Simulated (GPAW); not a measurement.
# SnTe (F-43m) in GPAW: dielectric tensor with LDA

Aim: the dielectric tensor of SnTe with LDA.

All numbers are computed with GPAW 26.7.0; they aren't measurements. Logs are shortened: lines on timing, memory, paths and dates and some standing lists are left out, and cuts for length are marked. The log counts tension as positive stress, the text compression.

**1. The structure**

Symmetry: F-43m, No. 216, cubic system. Conventional cell: a = 7.222 Å, b = 7.222 Å, c = 7.222 Å, α = 90.00°, β = 90.00°, γ = 90.00°. Te (site symmetry -43m) is surrounded by 4 Sn at 3.13 Å. Sn (site symmetry -43m) is surrounded by 4 Te at 3.13 Å.

Measurements of this composition are mostly on another form, of space group No. 225.

**2. Dielectric tensor, LDA**

File run.py:

```python
import numpy as np
from ase import Atoms
from ase.dft.bandgap import bandgap
from ase.io import write
from gpaw import GPAW, PW
from gpaw.response.df import DielectricFunction

atoms = Atoms(['Te', 'Sn'],
              cell=[[0.0, 3.611146, 3.611146],
                    [3.611146, 0.0, 3.611146],
                    [3.611146, 3.611146, 0.0]],
              scaled_positions=[[0.25, 0.25, 0.25],
                                [0.0, 0.0, 0.0]],
              pbc=True)

calc = GPAW(mode=PW(450),
            xc='LDA',
            kpts={'size': (5, 5, 5), 'gamma': True},
            occupations={'name': 'fermi-dirac', 'width': 0.001},
            nbands=19,
            convergence={'density': 1e-06},
            maxiter=150,
            txt='gpaw.txt')
atoms.calc = calc
energy = atoms.get_potential_energy()
calc.write('gs.gpw')
write('result.traj', atoms)
print(f'Energy: {energy:.6f} eV')
print('Fermi level:', round(calc.get_fermi_level(), 4), 'eV')
print(f'Gap: {bandgap(calc)[0]:.4f} eV, direct: {bandgap(calc, direct=True)[0]:.4f} eV')

for size in [(11, 11, 11), (16, 16, 16)]:
    name = 'x'.join(str(n) for n in size)
    dense = calc.fixed_density(kpts={'size': size, 'gamma': True},
                               nbands=36, convergence={'bands': 30, 'eigenstates': 1e-7},
                               update_fermi_level=True, txt=f'dense-{name}.txt')
    dense.write(f'{name}.gpw', mode='all')
    df = DielectricFunction(f'{name}.gpw', frequencies=np.array([0.0]), hilbert=False, eta=0.001,
                            ecut=80, nbands=30, intraband=False, txt=f'df-{name}.txt')
    for xc in ['RPA', 'LR0.1', 'ALDA_X']:
        for direction in ['x', 'y', 'z', [0, 1, 1], [1, 0, 1], [1, 1, 0]]:
            e0, e = df.get_macroscopic_dielectric_constant(xc=xc, direction=direction)
            print(f'{name} {xc} {direction}: {e0:.4f} without, {e:.4f} with local fields')
```

Potentials or basis: the program's PAW data sets (release 1.2.1) made for this functional, pw.

The run is started by

```bash
$ OMP_NUM_THREADS=1 python run.py
```

gpaw.txt:

```text
__  _  _
 | _ |_)|_||  |
 |__||  | ||/\| - 26.7.0

Input parameters:
  mode=PW(ecut=450.00000000000006),
  convergence={'density': 1e-06},
  kpts=MonkhorstPack(size=(5, 5, 5), gamma=True),
  maxiter=150,
  nbands=19,
  occupations=Occupations(name='fermi-dirac', width=0.001),
  xc=XC(name='LDA')

Diagonalizing LCAO Hamiltonian
Converting LCAO to pw mode

             Te

       Sn

Atoms  # Å, Bohr magnetons
|   | symbol |        x |        y |        z |    initial magnetic moments |
|---|--------|----------|----------|----------|-----------------------------|
| 0 |     Te | 1.805573 | 1.805573 | 1.805573 | ( 0.0000,  0.0000,  0.0000) |
| 1 |     Sn | 0.000000 | 0.000000 | 0.000000 | ( 0.0000,  0.0000,  0.0000) |

Unit cell  # Å
| periodic |        x |        y |        z |  lengths |    angles |
|----------|----------|----------|----------|----------|-----------|
|      yes | 0.000000 | 3.611146 | 3.611146 | 5.106932 | 60.000000 |
|      yes | 3.611146 | 0.000000 | 3.611146 | 5.106932 | 60.000000 |
|      yes | 3.611146 | 3.611146 | 0.000000 | 5.106932 | 60.000000 |

Number of symmetries: 24
Symmetry operations  # r_c * U_cc + t_c -> r_c
|    | kind |            matrix            |
|----|------|------------------------------|
|  0 |  E   |  1, 0, 0,  0, 1, 0,  0, 0, 1 |
|  1 |  σ   |  1, 0, 0,  0, 0, 1,  0, 1, 0 |
|  2 |  σ   |  1, 0,-1,  0, 1,-1,  0, 0,-1 |
|  3 |  C3  |  1, 0,-1,  0, 0,-1,  0, 1,-1 |
|  4 |  C3  |  1,-1, 0,  0,-1, 1,  0,-1, 0 |
|  5 |  σ   |  1,-1, 0,  0,-1, 0,  0,-1, 1 |
|  6 |  σ   |  0, 1, 0,  1, 0, 0,  0, 0, 1 |
|  7 |  C3  |  0, 1, 0,  0, 0, 1,  1, 0, 0 |
|  8 |  C2  |  0, 1,-1,  1, 0,-1,  0, 0,-1 |
|  9 |  S4  |  0, 1,-1,  0, 0,-1,  1, 0,-1 |
| 10 |  C3  |  0, 0, 1,  1, 0, 0,  0, 1, 0 |
| 11 |  σ   |  0, 0, 1,  0, 1, 0,  1, 0, 0 |
| 12 |  S4  |  0, 0,-1,  1, 0,-1,  0, 1,-1 |
| 13 |  C3  |  0, 0,-1,  0, 1,-1,  1, 0,-1 |
| 14 |  S4  |  0,-1, 1,  1,-1, 0,  0,-1, 0 |
| 15 |  C2  |  0,-1, 1,  0,-1, 0,  1,-1, 0 |
| 16 |  C3  |  0,-1, 0,  1,-1, 0,  0,-1, 1 |
| 17 |  S4  |  0,-1, 0,  0,-1, 1,  1,-1, 0 |
| 18 |  S4  | -1, 1, 0, -1, 0, 1, -1, 0, 0 |
| 19 |  C3  | -1, 1, 0, -1, 0, 0, -1, 0, 1 |
| 20 |  C3  | -1, 0, 1, -1, 1, 0, -1, 0, 0 |
| 21 |  S4  | -1, 0, 1, -1, 0, 0, -1, 1, 0 |
| 22 |  σ   | -1, 0, 0, -1, 1, 0, -1, 0, 1 |
| 23 |  C2  | -1, 0, 0, -1, 0, 1, -1, 1, 0 |

BZ-sampling:
  Number of BZ points: 125
  Number of IBZ points: 10

  Monkhorst-Pack size: [5, 5, 5]
  Monkhorst-Pack shift: [0, 0, 0]

K-points  # in reciprocal-cell coordinates
|   |                                coordinates |     weight |
|---|--------------------------------------------|------------|
| 0 | (  0.00000000,   0.00000000,   0.00000000) | 0.00800000 |
| 1 | (  0.20000000,   0.20000000,   0.00000000) | 0.04800000 |
| 2 | (  0.20000000,   0.20000000,   0.20000000) | 0.06400000 |
| 3 | (  0.40000000,   0.20000000,  -0.20000000) | 0.19200000 |
| 4 | (  0.40000000,   0.20000000,   0.20000000) | 0.09600000 |
| 5 | (  0.40000000,   0.40000000,  -0.40000000) | 0.19200000 |
| 6 | (  0.40000000,   0.40000000,  -0.20000000) | 0.09600000 |
| 7 | (  0.40000000,   0.40000000,   0.00000000) | 0.04800000 |
| 8 | (  0.40000000,   0.40000000,   0.20000000) | 0.19200000 |
| 9 | (  0.40000000,   0.40000000,   0.40000000) | 0.06400000 |

Plane wave coefficients: 2085
Cutoff: 450.00000000000006 eV

Spin-components: 1 (collinear spins)
Bands:           19
Projectors:      11
Spin-degeneracy: 2
Datatype:        complex128

Parallelization:
  kpt:    1
  domain: 1
  band:   1

Density:
  Valence electrons: 20.0
  Components: 1
  Grid points: [25 25 25]
  Charge: 0.0  # |e|

Potential:
  Grid points: [25 25 25]

species:
  Te:
    name:    Tellurium
    Z:       52.0
    valence: 6
    core:    46
    charge:  0.0  # [|e|]
    compensation charges:
      type: gauss
      rc: 0.36  # [Å]
      lmax: 2
    cutoffs:
      filter: 2.09  # [Å]
      core: 3.17  # [Å]
    projectors
    | kind |    occ | energy [eV] | rcut [Å] |
    |------|--------|-------------|----------|
    |   5s |  2.000 |     -15.337 |    1.180 |
    |   5p |  4.000 |      -6.113 |    1.196 |
    |    s |        |      11.875 |    1.180 |
    |    p |        |      21.098 |    1.196 |
    |    d |        |       0.000 |    1.238 |

    Using partial waves for Te as LCAO basis

  Sn:
    name:    Tin
    Z:       50.0
    valence: 14
    core:    36
    charge:  0.0  # [|e|]
    compensation charges:
      type: gauss
      rc: 0.38  # [Å]
      lmax: 2
    cutoffs:
      filter: 2.23  # [Å]
      core: 2.35  # [Å]
    projectors
    | kind |    occ | energy [eV] | rcut [Å] |
    |------|--------|-------------|----------|
    |   5s |  2.000 |     -10.799 |    1.201 |
    |   5p |  2.000 |      -3.869 |    1.270 |
    |   4d | 10.000 |     -25.910 |    1.185 |
    |    s |        |      16.413 |    1.201 |
    |    p |        |      23.342 |    1.270 |
    |    d |        |       1.302 |    1.185 |

    Using partial waves for Sn as LCAO basis

Reference energy: -352503.082954  # eV

eigensolver:
  PPCG
  Converge bands: occupied
  niter=2

density mixing:
  MSR1-Mixer
  Pratt-step length: 0.05
  Maximum mixing coefficient: 0.75
  Old densities: 10
  SVD Regularization: 0.005
  Good broyden scale: 1.0
  Trust region scale: 1.0
  Backstep threshold: 4.0
  History deletion threshold: 6.0
  Fourier metric: weight=20.0, sigma=0.015

occupation numbers:
  Fermi-Dirac:
    width: 0.0010  # eV

poisson solver:
  ecut: 3600.0000000000005  # eV

xc functional:
  name: None

convergence criteria:
- Maximum integral of absolute [dens]ity change: 1e-06 electrons / valence electron
- Maximum [total energy] change in last 3 cyles: 0.0005 eV / valence electron
- Maximum integral of absolute [eigenst]ate change: 4e-08 eV^2 / valence electron
maximum number of iterations: 150

SCF iterations
|iter     | |      energy | eigst |  dens |
|---------|-|-------------|-------|-------|
|iter:   1| |   -8.380494 | -0.25 |       |
|iter:   2| |   -8.353009 | -2.19 | -1.33 |
|iter:   3| |   -8.250912 | -2.58 | -1.38 |
|iter:   4| |   -8.248374 | -3.88 | -1.93 |
|iter:   5| |   -8.247855c| -4.43 | -2.36 |
|iter:   6| |   -8.247863c| -5.90 | -3.19 |
|iter:   7| |   -8.247864c| -6.83 | -3.71 |
|iter:   8| |   -8.247864c| -7.49c| -4.90 |
|iter:   9| |   -8.247864c| -8.03c| -5.39 |
|iter:  10| |   -8.247864c| -8.44c| -6.09c|

Converged in 10 steps
Energy contributions relative to reference atoms: (reference = -352503.082954)

Energy contributions:
  Kinetic:           7.372363
  Coulomb:          -9.303057
  Zero:              0.166782
  External:          0.000000
  Xc:               -6.483952
  Entropy:          -0.000000
  Spinorbit:         0.000000
  ----------------------------
  Free energy:      -8.247864
  Extrapolated:     -8.247864

dipole moment: (-28.453526, -28.453526, -28.453526)  # |e|*Ang

Fermi level: 2.550
Eigenvalues  # (at kpt = [0.000, 0.000, 0.000])
| band index |      eig [eV] | occ [0-2] |
|------------|---------------|-----------|
|          0 |       -19.132 |     2.000 |
|        ... |               |           |
|          2 |       -19.132 |     2.000 |
|          3 |       -19.120 |     2.000 |
|          4 |       -19.120 |     2.000 |
|          5 |        -9.052 |     2.000 |
|          6 |        -2.793 |     2.000 |
|          7 |         0.617 |     2.000 |
[... 9 lines left out ...]
|         17 |        10.036 |     0.000 |
|         18 |        10.036 |     0.000 |

Gap: 0.338 eV
Transition (v -> c):
  (s=0, k=3, n=9, [0.40, 0.20, -0.20]) -> (s=0, k=7, n=10, [0.40, 0.40, 0.00])
Direct/indirect transitions are different
Direct gap: 0.783 eV
Transition at: (s=0, k=7, n=9, [0.40, 0.40, 0.00])
# Writing to gs.gpw (mode='')
```

Run time: 7.3 min. Hardware: 1 thread of Intel Xeon Platinum 8259CL at 2.50GHz (Skylake/Cascade Lake), shared host; peak memory 1.8 GiB.

Results:

| Item | Value |
| --- | --- |
| Free energy | -8.2479 eV |
| Band gap on the k mesh | 0.34 eV, indirect (least direct gap 0.78 eV) |
| Electronic dielectric tensor (diagonal) | 12.83 |

Electronic dielectric tensor:
```
12.83  0.00  0.00
 0.00 12.83  0.00
 0.00  0.00 12.83
```

Caveat: the gap is small at this level, which inflates the dielectric constant; the long-wavelength limit can be off by a per cent or two; spin-orbit coupling is left out, which moves the levels of the heavy elements.
